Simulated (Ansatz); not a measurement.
# CsPbCl3 (Pm-3m): following an unstable mode, part 2 of 2

Wanted: the energy along a soft mode of CsPbCl3 (Pm-3m) and the structure at the end.

Ansatz 0.2.0; DFT PBEsol, scalar-relativistic, plane waves, PAW; PAW set soft_1.

So far, highest frequency on the path or at a solved wavevector (cm⁻¹): step 2 (response at finite wavevector) 263. Also lowest frequency on the path (cm⁻¹): step 2 -47.9.

**6. Relaxing from the distorted cell**

Starting from the lowest point found, all atoms and the cell are let go, so that strain and other modes of the same symmetry can join in.

input.yaml reads:

```yaml
crystal:
  lattice:
    - [-5.6186639858, 0.0, 0.0]
    - [0.0, -5.6186639858, -5.6186639858]
    - [0.0, -5.6186639858, 5.6186639858]
  atoms:
    - { symbol: Cs, position: [0.0, 0.5, 0.5] }
    - { symbol: Cs, position: [0.0, 0.0, 0.0] }
    - { symbol: Pb, position: [0.5, 0.0, 0.5] }
    - { symbol: Pb, position: [0.5, 0.5, 0.0] }
    - { symbol: Cl, position: [0.5, 0.3033934759, 0.3033934759] }
    - { symbol: Cl, position: [0.5, 0.6966065241, 0.6966065241] }
    - { symbol: Cl, position: [0.0, 0.0, 0.5] }
    - { symbol: Cl, position: [0.0, 0.5, 0.0] }
    - { symbol: Cl, position: [0.5, 0.1966065241, 0.8033934759] }
    - { symbol: Cl, position: [0.5, 0.8033934759, 0.1966065241] }
kpoints:
  mp_grid: { grid: [6, 6, 6] }
hamiltonian:
  xc: pbesol
  pseudopotentials: { kind: paw, azcp: { folder: soft_1 }, xc_functional: pbe }
scf:
  occupations: { method: fixed }
output:
  forces: true
  stress: true
  eigenvalues: true
relax:
  adjacent_minimum: "off"
  f_tol: 0.002
  max_steps: 120
  cell: { stress_tol: 0.03 }
```

Run with:

```
> ansatz run input.yaml --threads 4 --pin off --max-ram 10240MiB --backend cpu --events-out ev --progress --plain --runs-dir out
```

Numbers of over 12 decimals in the logs are rounded to 6 here.

The program printed:

```text
[...]
Crystal: 10 atoms, lattice volume = 354.756 Å³
Basis set: ecut = 420 eV, 6899 PW (Γ), exchange–correlation on 80×108×108 points (8 copies of the dense FFT grid, shifted against one another)
Bands: 54, of which v1, the nominal top of the filled ones, is band 44 counted from 1 (43 counted from 0)
Symmetry: 16 space group operations
[...]
k-points: 40 of 216
[...]
SCF iter   1: F=—  HF=-41068.471550 eV  |F-HF|=—  |Δ(HF+E_count)|=         —  Δρ=2.46e-2  dr2=5.01e0  ethr=3.10e-3  ⟨swp⟩=5.8  Hψ=8256  notcnv=0  defer=273
[...]
SCF iter   8: F=-41066.062164 eV  HF=-41066.062164 eV  |F-HF|=2.21e-8  |Δ(HF+E_count)|=   1.09e-7  Δρ=2.01e-6  dr2=2.07e-8  ethr=1.14e-10  ⟨swp⟩=19.9  Hψ=15443  notcnv=0
SCF 1 converged in 8 iterations: F = -41066.062164 eV  dr2 = 2.07e-8
[...]
relax step   1: F+E_penalty+E_count = -41066.06216448 eV  Δ(F+E_penalty+E_count) = +0.000e0 eV  max|allowed force component| = 5.207e-3 eV/Å  Δτ_max = 0.0000 Å  P = -0.482 GPa  Ω = 354.756 Å³  (8 SCF iters, dr2 threshold 1.00e-7 eV, accepted)
Crystal: 10 atoms, lattice volume = 349.509 Å³
Basis set: ecut = 420 eV, 6803 PW (Γ), exchange–correlation on 80×108×108 points (8 copies of the dense FFT grid, shifted against one another)
[...]
iter 1 solved again at ethr=2.27e-6 eV; its pass at ethr=3.10e-3 eV (dr2=1.99e-3 eV) is discarded
[...]
SCF iter   5: F=-41066.089990 eV  HF=-41066.089990 eV  |F-HF|=1.31e-7  |Δ(HF+E_count)|=   1.78e-6  Δρ=5.53e-6  dr2=1.11e-7  ethr=1.14e-9  ⟨swp⟩=15.8  Hψ=14259  notcnv=0
the search or the solves at the SCF's close seem to have found levels that the self-consistency loop had missed (the run counts 1). By its estimate they hold under 1e-12 electrons; where the run keeps them, the occupations were computed again with them
SCF 2 converged in 5 iterations: F = -41066.089990 eV  dr2 = 1.11e-7
[...]
relax step   2: F+E_penalty+E_count = -41066.08999010 eV  Δ(F+E_penalty+E_count) = -2.783e-2 eV  max|allowed force component| = 1.753e-2 eV/Å  Δτ_max = 0.0137 Å  P = -0.184 GPa  Ω = 349.509 Å³  energy of the carried Pulay correction = +2.501e-4 eV  (5 SCF iters, dr2 threshold 1.00e-6 eV, accepted)
Crystal: 10 atoms, lattice volume = 345.011 Å³
Basis set: ecut = 420 eV, 6723 PW (Γ), exchange–correlation on 80×108×108 points (8 copies of the dense FFT grid, shifted against one another)
[...]
SCF iter   6: F=-41066.102839 eV  HF=-41066.102839 eV  |F-HF|=4.87e-10  |Δ(HF+E_count)|=   6.13e-7  Δρ=3.57e-6  dr2=4.73e-8  ethr=3.73e-10  ⟨swp⟩=16.5  Hψ=14087  notcnv=0
SCF 3 converged in 6 iterations: F = -41066.102839 eV  dr2 = 4.73e-8
[...]
relax step   3: F+E_penalty+E_count = -41066.10283855 eV  Δ(F+E_penalty+E_count) = -1.285e-2 eV  max|allowed force component| = 2.722e-2 eV/Å  Δτ_max = 0.0503 Å  P = +0.032 GPa  Ω = 345.011 Å³  energy of the carried Pulay correction = +4.696e-4 eV  (6 SCF iters, dr2 threshold 3.28e-7 eV, accepted)
[...]
relax step   4: F+E_penalty+E_count = -41066.10535568 eV  Δ(F+E_penalty+E_count) = -2.517e-3 eV  max|allowed force component| = 1.512e-3 eV/Å  Δτ_max = 0.0482 Å  P = +0.025 GPa  Ω = 343.933 Å³  energy of the carried Pulay correction = +5.229e-4 eV  (6 SCF iters, dr2 threshold 4.63e-8 eV, accepted)
[...]
relax step   5: F+E_penalty+E_count = -41066.10536784 eV  Δ(F+E_penalty+E_count) = -1.216e-5 eV  max|allowed force component| = 1.683e-4 eV/Å  Δτ_max = 0.0020 Å  P = -0.004 GPa  Ω = 344.259 Å³  energy of the carried Pulay correction = +5.067e-4 eV  (5 SCF iters, dr2 threshold 2.54e-9 eV, accepted)
[...]
SCF iter   4: F=-41066.104918 eV  HF=-41066.104918 eV  |F-HF|=6.55e-11  |Δ(HF+E_count)|=   4.19e-8  Δρ=1.28e-7  dr2=3.19e-11  ethr=1.00e-12  ⟨swp⟩=19.4  Hψ=17967  notcnv=0
SCF 6 converged in 4 iterations: F = -41066.104918 eV  dr2 = 3.19e-11
relax step   6: F+E_penalty+E_count = -41066.10491773 eV  Δ(F+E_penalty+E_count) = +4.501e-4 eV  max|allowed force component| = 1.421e-4 eV/Å  Δτ_max = 0.0000 Å  P = -0.005 GPa  Ω = 344.259 Å³  stress off target by 6.80e-3 GPa  SCF on the basis re-selected at this cell (its energy is not comparable with the rows above)  (4 SCF iters)
basis re-selected at this cell: Δ(F+E_penalty+E_count) = +4.501e-4 eV, ΔP = -0.001 GPa vs the last step (what re-selecting the basis moved, of the pressure what is left beyond the Pulay correction that the steps carried, after the strain that the cell walked since its last selection, with what the two solves' SCF thresholds leave and, on support functions, any second-order correction that the steps lacked; it is no m [...]
SCF converged after 4 iterations
Free energy (F): -41066.104918 eV
[...]
Internal energy: -41066.104918 eV  (E = F + TS)
E sigma→0 (E₀):  -41066.104918 eV
Fermi energy:    3.809302 eV
[...]
--- Forces (eV/Å), atoms counted from 1 ---
  atom   1  Cs    -0.00000000    -0.00000000     0.00000000
  atom   2  Cs    -0.00000000     0.00000000     0.00000000
  atom   3  Pb    -0.00000000     0.00000000     0.00000000
  atom   4  Pb    -0.00000000     0.00000000    -0.00000000
  atom   5  Cl     0.00000000     0.00014213     0.00000000
  atom   6  Cl     0.00000000    -0.00014213    -0.00000000
  atom   7  Cl     0.00000000    -0.00000000     0.00000000
  atom   8  Cl     0.00000000    -0.00000000    -0.00000000
  atom   9  Cl     0.00000000     0.00000000    -0.00014213
  atom  10  Cl     0.00000000    -0.00000000     0.00014213
  max |Σ_I F_I| component: 1.08e-19 eV/Å
--- Stress (GPa, compression-positive) ---
       -0.006803      -0.000000      -0.000000
       -0.000000      -0.004322      -0.000000
       -0.000000      -0.000000      -0.004322
  P = ⅓ Tr σ = -0.0051 GPa (-0.051 kbar)
--- Band table (eV; the first three rows and the last of 40) ---
  k-point 0: bands = [... 40 lower, 1.7821, 1.7821, 1.8403, 3.0999, 6.6483, 6.6483, 7.6785, 8.4564, ... 6 higher]
  k-point 1: bands = [... 40 lower, 1.6994, 1.7765, 1.9457, 2.8909, 6.8112, 6.8912, 7.8345, 8.5604, ... 6 higher]
  k-point 2: bands = [... 40 lower, 1.6583, 1.7486, 2.0134, 2.4481, 7.2714, 7.4613, 8.2046, 8.6947, ... 6 higher]
  k-point 39: bands = [... 40 lower, 1.8586, 1.8586, 3.0600, 3.0600, 6.3937, 6.3937, 6.5297, 6.5297, ... 6 higher]
--- Relaxed structure (5 steps of the walk, 5 accepted, 1 SCFs on fresh bases) ---
  F+E_penalty+E_count = -41066.10491773 eV   max|allowed force component| = 1.421e-4 eV/Å   (the final SCF, on the basis selected at the relaxed cell)
  cell:  # Å, volume = 344.2586 Å³
    - [-5.696224, 0, 0]
    - [0, -5.497103, -5.497103]
    - [0, -5.497103, 5.497103]
  atoms:
    - { symbol: Cs, position: [0, 0.5, 0.5] }
    - { symbol: Cs, position: [0, 0, 0] }
    - { symbol: Pb, position: [0.500000, 0.0, 0.5] }
    - { symbol: Pb, position: [0.500000, 0.5, 0.0] }
    - { symbol: Cl, position: [0.500000, 0.313551, 0.313551] }
    - { symbol: Cl, position: [0.500000, 0.686449, 0.686449] }
    - { symbol: Cl, position: [0, 0.0, 0.5] }
    - { symbol: Cl, position: [0, 0.5, 0.0] }
    - { symbol: Cl, position: [0.500000, 0.186449, 0.813551] }
    - { symbol: Cl, position: [0.500000, 0.813551, 0.186449] }
```

Wall time 79 s (4 threads of Arm Neoverse V1, shared host); peak memory 1.1 GiB.

Relaxation path:

```
step  energy less that of the first step (eV)  largest force component (eV/Å)  pressure (GPa)  volume (Å³)
   1                                   0.0000                          0.0052           -0.48       354.76
   2                                  -0.0278                          0.0175           -0.18       349.51
   3                                  -0.0407                          0.0272            0.03       345.01
   4                                  -0.0432                          0.0015            0.02       343.93
   5                                  -0.0432                          0.0002            0.00       344.26
  6*                                  -0.0428                          0.0001           -0.01       344.26
```

Relaxation steps marked * repeat the geometry before them on a plane-wave basis chosen anew for their cell, so energy and pressure can jump there.

The run keeps the 16 symmetry operations that it works with, so distortions that break them were not tested.

```csv
cell as run,before,after,change
a (Å),5.619,5.696,+1.4 %
b (Å),7.946,7.774,-2.2 %
c (Å),7.946,7.774,-2.2 %
volume (Å³/atom),35.48,34.43,-3.0 %
```

The atoms that moved most (Å, as changes of fractional coordinates times the final cell):

| atom | dx | dy | dz | length |
| --- | --- | --- | --- | --- |
| Cl9 | 0.000 | 0.000 | 0.112 | 0.112 |
| Cl10 | 0.000 | 0.000 | -0.112 | 0.112 |
| Cl5 | 0.000 | -0.112 | 0.000 | 0.112 |
| Cl6 | 0.000 | 0.112 | 0.000 | 0.112 |

The relaxed structure:

```cif
data_structure
_symmetry_space_group_name_H-M 'P 1'
_symmetry_Int_Tables_number 1
_cell_length_a 5.6962
_cell_length_b 7.7741
_cell_length_c 7.7741
_cell_angle_alpha 90.000
_cell_angle_beta 90.000
_cell_angle_gamma 90.000
_cell_volume 344.26
loop_
_atom_site_label
_atom_site_type_symbol
_atom_site_fract_x
_atom_site_fract_y
_atom_site_fract_z
_atom_site_occupancy
Cs1 Cs 0.00000 0.50000 0.50000 1
Cs2 Cs 0.00000 0.00000 0.00000 1
Pb3 Pb 0.50000 0.00000 0.50000 1
Pb4 Pb 0.50000 0.50000 0.00000 1
Cl5 Cl 0.50000 0.31355 0.31355 1
Cl6 Cl 0.50000 0.68645 0.68645 1
Cl7 Cl 0.00000 0.00000 0.50000 1
Cl8 Cl 0.00000 0.50000 0.00000 1
Cl9 Cl 0.50000 0.18645 0.81355 1
Cl10 Cl 0.50000 0.81355 0.18645 1
```

Numbers from this step:

- pressure: -0.005149 GPa
- gap on the k-mesh: 2.080 eV
- volume per atom: 34.43 Å³

The distorted start has space group P4/mbm; the relaxation ends in P4/mbm.

**7. The new phase in its own primitive cell**

The relaxed structure is symmetrised, reduced to its primitive cell and relaxed tightly, as its phonons need.

input.yaml, the sections that differ from step 6:

```yaml
crystal:
  lattice:
    - [7.7740775939, 0.0, 0.0]
    - [0.0, 7.7740775939, 0.0]
    - [0.0, 0.0, 5.696223979]
  atoms:
    - { symbol: Cs, position: [0.5, 0.0, 0.0] }
    - { symbol: Cs, position: [0.0, 0.5, 0.0] }
    - { symbol: Pb, position: [0.0, 0.0, 0.5] }
    - { symbol: Pb, position: [0.5, 0.5, 0.5] }
    - { symbol: Cl, position: [0.3135509447, 0.8135509447, 0.5] }
    - { symbol: Cl, position: [0.6864490553, 0.1864490553, 0.5] }
    - { symbol: Cl, position: [0.0, 0.0, 0.0] }
    - { symbol: Cl, position: [0.5, 0.5, 0.0] }
    - { symbol: Cl, position: [0.1864490553, 0.3135509447, 0.5] }
    - { symbol: Cl, position: [0.8135509447, 0.6864490553, 0.5] }
relax:
  adjacent_minimum: "off"
  f_tol: 0.001
  max_steps: 60
  cell: { stress_tol: 0.01 }
# kpoints, hamiltonian, scf, output: as in step 6
```

The program printed:

```text
[...]
Crystal: 10 atoms, lattice volume = 344.259 Å³
Basis set: ecut = 420 eV, 6711 PW (Γ), exchange–correlation on 108×108×80 points (8 copies of the dense FFT grid, shifted against one another)
Bands: 54, of which v1, the nominal top of the filled ones, is band 44 counted from 1 (43 counted from 0)
Symmetry: 16 space group operations
[...]
k-points: 40 of 216
[...]
- { symbol: Cs, position: [0.0, 0.5, 0.0] }
    - { symbol: Pb, position: [0.0, 0.0, 0.5] }
    - { symbol: Pb, position: [0.5, 0.5, 0.5] }
    - { symbol: Cl, position: [0.3135509447, 0.813551, 0.5] }
    - { symbol: Cl, position: [0.686449, 0.186449, 0.5] }
    - { symbol: Cl, position: [0.0, 0.0, 0.0] }
    - { symbol: Cl, position: [0.5, 0.5, 0.0] }
    - { symbol: Cl, position: [0.186449, 0.3135509447, 0.5] }
    - { symbol: Cl, position: [0.813551, 0.686449, 0.5] }
[key lines of the parts left out:]
SCF converged after 6 iterations
Free energy (F): -41066.104918 eV
Fermi energy:    3.809303 eV
P = ⅓ Tr σ = -0.0051 GPa (-0.051 kbar)
```

Elapsed: 32 s, on 4 threads; peak memory 1.1 GiB; 2.1 min of CPU time.

Little changed from the start: no atom moved by 0.005 Å and no cell edge by 0.1 %.

Numbers from this step:

- direct gap on mesh: 2.080 eV

The largest force component left is 0.10 meV/Å and the pressure is -0.005 GPa, within the tolerances set. The cell now holds 34.43 Å³/atom.

**8. The phases reached**

The phases reached along the modes that were followed are set side by side.

Energies are those of the first relaxation, on the mesh of the frozen mode; space group, volume and gap are those of the last relaxation. Phases, by row:

| mode frozen in | space group | energy from parent (meV/atom) | volume (Å³/atom) | gap on mesh (eV) | lowest zone-centre optical mode (cm⁻¹) | largest shift (Å) |
| --- | --- | --- | --- | --- | --- | --- |
| parent | Pm-3m | 0 | 35.48 | 1.844 | – | – |
| q = (-0.5, -0.5, -0.5), 48i cm⁻¹ | I4/mcm | -14.52 | 34.41 | 2.086 | – | 0.701 |
| q = (-0.5, -0.5, -0.5), 48i cm⁻¹ | R-3c | -12.4 | 34.62 | 2.119 | – | 0.525 |
| q = (-0.5, -0.5, -0.5), 48i cm⁻¹ | Imma | -14.02 | 34.59 | 2.214 | – | 0.648 |
| q = (0, -0.5, -0.5), 47i cm⁻¹ | P4/mbm | -14.16 | 34.43 | 2.08 | – | 0.699 |

**9. Outcome**

| Property | Result |
| --- | --- |
| unstable mode of the parent | q = (0, -0.5, -0.5), 48i cm⁻¹ |
| depth at the lowest point sampled | 9.88 meV/atom |
| largest atomic shift at that point | 0.6 Å |
| space group reached (within 0.01 Å) | P4/mbm |
| energy gained over the parent (first relaxation, on the mesh of the frozen mode) | 14.2 meV/atom |
| volume per atom, phase reached | 34.4 Å³ |
| gap on the k-mesh, phase reached | 2.08 eV |

What this shows: Along this mode the structure falls into P4/mbm, 14.2 meV/atom below the parent. At the parent's cell the well is 9.883 meV/atom deep on the steps tried, with its lowest point at a shift of 0.6 Å. That is the last step tried, so the steps alone don't bracket the bottom of the well. Relaxing atoms and cell changes the gain by +4.27 meV/atom against the lowest step (energies at zero smearing). The modes of the phase reached were not computed on this path. Of the 4 patterns followed to their end from this parent, this one ends 0.361 meV/atom above the lowest, I4/mcm. Another end point lies within 1 meV/atom; how such a difference moves with mesh and cutoff was not tested. Each path keeps the symmetry of its pattern, so a lower phase may lie along a pattern not tried. Spin-orbit coupling is left out, which can matter for the heavy elements here. The PAW files were made for PBE and serve the other functionals too.

[Logs are printed without paths, hosts, clocks, repeated set-up lines and the standing remarks that a program may print on its own settings, such as how far it seeks lower states.]

[Hosts, paths, dates, database ids (printed as entryN), source tags and the programs' standing remarks are cut or masked in the printed files.]
